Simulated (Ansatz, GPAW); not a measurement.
# furan-2,5-dithiol between two Al chains: relaxation, then transmission at several levels, part 3 of 3

Aim: the conductance of furan-2,5-dithiol between two Al chains after relaxation, and whether geometry, basis or functional moves it most.

GPAW 26.7.0 and Ansatz 0.2.0; Ansatz plane waves; relaxation of the junction with the lead ends held; PAW set soft_1 (the session's first sound run).

So far, transmission at the Fermi level (one spin): step 3 (plane waves, PBE) 0.00336; step 4 (double-zeta polarised basis, PBE, GPAW) 0.00357; step 5 (GPAW, szp: basis = "szp(dzp)", PBE, GPAW) 0.00270; step 6 (minimal basis, PBE, GPAW) 0.00357; step 7 (revPBE in the dzp basis: xc = "revPBE") 0.00332. Also open channels of the lead at the Fermi level (one spin): 2 in steps 3, 4, 5 and 7.

### Step 8. The structure as built: geometry = "as built"

The dzp basis with PBE on the structure as first built shows what the relaxation was worth.

File run.py:

```python
import json
import numpy as np
from ase import Atoms
from ase.transport.calculators import TransportCalculator
from gpaw import GPAW, FermiDirac
from gpaw.lcao.tools import get_lcao_hamiltonian
from scipy.linalg import eigh

# The junction with lead layers at both ends, along the third cell vector
device = Atoms(
    ['Al', 'Al', 'Al', 'Al', 'Al', 'Al', 'Al', 'S', 'C', 'O', 'H', 'C', 'C', 'C', 'S', 'H', 'Al', 'Al', 'Al', 'Al', 'Al', 'Al', 'Al'],
    positions=[
        [6.99591, 4.50000, 1.20000],
        [6.99591, 4.50000, 3.60000],
        [6.99591, 4.50000, 6.00000],
        [6.99591, 4.50000, 8.40000],
        [6.99591, 4.50000, 10.80000],
        [6.99591, 4.50000, 13.20000],
        [6.99591, 4.50000, 15.60000],
        [5.06273, 4.49998, 16.65014],
        [5.28016, 4.49998, 18.37396],
        [6.51866, 4.49999, 18.94204],
        [3.25000, 4.49999, 19.20951],
        [4.32022, 4.49999, 19.36298],
        [6.35953, 4.50000, 20.29677],
        [5.01327, 4.50000, 20.59888],
        [7.72233, 4.49999, 21.37883],
        [4.57906, 4.50001, 21.58866],
        [6.99591, 4.50000, 23.45544],
        [6.99591, 4.50000, 25.85544],
        [6.99591, 4.50000, 28.25544],
        [6.99591, 4.50000, 30.65544],
        [6.99591, 4.50000, 33.05544],
        [6.99591, 4.50000, 35.45544],
        [6.99591, 4.50000, 37.85544]],
    cell=[[13.99182, 0.0, 0.0], [0.0, 9.0, 0.0], [0.0, 0.0, 39.05544]],
    pbc=True)

# One principal layer of the lead: the first 4 atoms of the device
lead = Atoms(
    ['Al', 'Al', 'Al', 'Al'],
    positions=[
        [6.99591, 4.50000, 1.20000],
        [6.99591, 4.50000, 3.60000],
        [6.99591, 4.50000, 6.00000],
        [6.99591, 4.50000, 8.40000]],
    cell=[[13.99182, 0.0, 0.0], [0.0, 9.0, 0.0], [0.0, 0.0, 9.6]],
    pbc=True)

settings = dict(mode='lcao', basis='dzp', xc='PBE', h=0.18,
                occupations=FermiDirac(0.1), maxiter=250,
                mixer=dict(beta=0.1, nmaxold=8, weight=100.0),
                convergence=dict(density=0.0001))
energies = np.arange(-2, 2 + 1e-9, 0.025)
eta = 0.0001
n1, n2 = 1, 1
# k and -k transmit alike, so half of the mesh across the current serves
mesh = [(i, j) for i in range(n1) for j in range(n2) if (i, j) <= (-i % n1, -j % n2)]
weights = np.array([1 if (i, j) == (-i % n1, -j % n2) else 2 for i, j in mesh]) / (n1 * n2)

# [... helper functions left out ...]
fermi_lead = ground_state(lead, (1, 1, 12), 'lead.txt')
fermi_device = ground_state(device, (1, 1, 2), 'device.txt')
# [... loop over the mesh left out, but for ...]
        # Shift the lead onto the potential of the device's first layer
        shift = ((H[:, 0, 0] - H0[:, 0, 0]) / S0[0, 0]).real.mean()
# [...]
kT = 8.617333e-5 * 300
bias = [0.1, 0.2, 0.5, 1.0, 1.5, 2.0]
# [... integrals and printing left out ...]
```

The run is started by

```
OMP_NUM_THREADS=1 OPENBLAS_NUM_THREADS=1 python run.py
```

It took 2.5 min on 1 thread of Arm Neoverse V2, shared host; peak memory 2.4 GiB.

This step gave:

```
conductance                                    : 0.1300 G₀
thermopower                                    : 16.36 μV/K
largest coupling past the next principal layer : 1.26e-15 eV
largest misfit of the first principal layer    : 0.01711 eV
shift that aligns the lead                     : 9.86e-5 eV
transmission at the Fermi level (one spin)     : 0.1303
```

One spin. The transmission, zone mean by energy, zero at the Fermi level:

energy (eV), transmission, zone mean and a bar:
```
   -2.000      0.001 
   -1.800      0.001 
   -1.600      0.000 
   -1.400      0.000 
   -1.200      0.000 
   -1.000      0.000 
   -0.800      0.000 
   -0.600      0.000 
   -0.400      0.000 
   -0.200      0.151 ############################
   -0.150      0.161 ##############################
    0.000      0.130 ########################
    0.200      0.078 ##############
    0.400      0.052 ##########
    0.600      0.044 ########
    0.800      0.044 ########
    1.000      0.043 ########
    1.200      0.047 #########
    1.400      0.051 #########
    1.600      0.056 ##########
    1.800      0.064 ############
    2.000      0.074 ##############
```

The conductance, 0.130 G₀, lies a factor of 37 above that of the dzp run.

### Step 9. Cost and result by level

Times are wall times on the hardware named with each run. The series side by side:

```
no.         run  conductance (G₀)     time  memory (GiB)
  1      pw PBE          0.003341    1.6 h           6.8
  2         dzp          0.003523  2.2 min           2.4
  3         szp          0.002657  2.1 min           2.4
  4          sz          0.003500     89 s           2.2
  5  dzp revPBE          0.003278  2.4 min           2.4
  6     asbuilt            0.1300  2.5 min           2.4
```

### Step 10. Comparison

The curves are compared point by point over the common energies.

This step: comparison of transmission and cost over codes, levels and geometry; PAW set soft_1 (GPAW 26.7.0).

Ladder, by row:

```
      step    code  T at the Fermi level (sum over the listed spins)  conductance (G0)  r.m.s. T(E) from the first  wall time (s)  peak memory (GiB)  threads
    pw-pbe  Ansatz                                          0.003361          0.003341                           0           5766              6.775        4
       dzp    GPAW                                          0.003568          0.003523                    0.004168          133.8               2.41        1
       szp    GPAW                                          0.002705          0.002657                     0.04445          128.7               2.37        1
        sz    GPAW                                          0.003575            0.0035                      0.1219          89.31               2.19        1
dzp-revPBE    GPAW                                          0.003316          0.003278                    0.009136          141.5               2.41        1
   asbuilt    GPAW                                            0.1303              0.13                      0.1474          150.2               2.41        1
```

The transmission, zone mean, sum over the listed spins by energy, zero at the Fermi level:

```
energy (eV)   pw-pbe      dzp      szp       sz  dzp-revPBE  asbuilt
    -2.0000    0.299    0.295    0.531    0.871       0.283  0.00115
    -1.9000    0.424    0.422    0.608    0.812       0.403   9.7e-4
    -1.8000    0.490    0.486    0.558    0.482       0.465   7.9e-4
    -1.7500    0.478    0.472    0.490    0.232       0.452   7.0e-4
    -1.5000    0.130    0.116    0.109   1.1e-9       0.110   3.0e-4
    -1.2500  0.00149   4.0e-9   5.9e-9  5.2e-11      2.9e-9  6.5e-12
    -1.0000        0  1.1e-10  4.1e-11  2.9e-12     8.2e-11  4.1e-14
    -0.7500        0  5.6e-11  1.4e-11  3.3e-11     5.4e-11  4.8e-15
    -0.5000        0  1.4e-12  3.7e-13  1.0e-13     1.3e-12  3.5e-13
    -0.2500  0.00102  0.00122   6.8e-4  0.00112     0.00116    0.126
     0.0000  0.00336  0.00357  0.00270  0.00357     0.00332    0.130
     0.2500  0.00486  0.00420  0.00340  0.00374     0.00394   0.0691
     0.5000  0.00681  0.00567  0.00515  0.00488     0.00542   0.0467
     0.7500  0.00896  0.00733  0.00791  0.00830     0.00705   0.0432
     1.0000   0.0111  0.00950   0.0131   0.0104     0.00808   0.0432
     1.2500   0.0121   0.0108   0.0164   0.0125      0.0100   0.0475
     1.5000   0.0138   0.0128   0.0224   0.0160      0.0118   0.0531
     1.7500   0.0200   0.0185   0.0387   0.0238      0.0170   0.0615
     2.0000   0.0348   0.0315   0.0844   0.0451      0.0289   0.0739
```

### Step 11. Results

| Quantity | Value |
| --- | --- |
| conductance | 0.00352 G₀ |
| transmission at the Fermi level, mean of the spins | 0.00357 |
| thermopower | -8.96 μV/K |
| open channels of the lead there | 2 |

What this shows: In the dzp basis the junction conducts 0.00352 G₀ at 300 K, with T = 0.00357 a spin at the Fermi level; the sz basis reaches that conductance within 10 %. Relaxation moved atoms by up to 2.7 Å and took the conductance from 0.130 to 0.00352 G₀, as a ratio a larger change than the step from dzp to the minimal basis. Plane waves (PBE) give T = 0.00336 there. The junction is in the tunnelling regime at the Fermi level. The negative thermopower says that the thermally weighted transmission is larger above the Fermi level, as for electron-like transport. Measured against the first run (pw-pbe), the nearest curve is that of dzp (r.m.s. 0.0042) and the farthest that of asbuilt (0.15). Over the compared runs wall time goes from 89 s (sz) to 5766 s (pw-pbe), on a shared host; the plane-wave run used 4 threads and the orbital runs 1. Moves of this size go well beyond a change of bond lengths: the free chain atoms or the scatterer took up a new arrangement, and the name in the title describes the start. The leads kept an estimated spacing and the cell its length, so the junction may be under some tension or compression. Semilocal functionals put molecular levels too near the Fermi level, so such conductances usually come out too high, and chain electrodes have a sharper density of states than real ones. An evenly spaced straight chain is an idealisation: free chains tend to dimerise, zigzag or, where a band edge lies near the Fermi level, turn magnetic. The currents use the zero-bias T(E) throughout, which holds only while the bias is small against the distance to the nearest feature.

[Logs are printed without paths, hosts, clocks, repeated set-up lines and the standing remarks that a program may print on its own settings, such as how far it seeks lower states.]

[Hosts, paths, dates, database ids (printed as entryN), source tags and the programs' standing remarks are cut or masked in the printed files.]
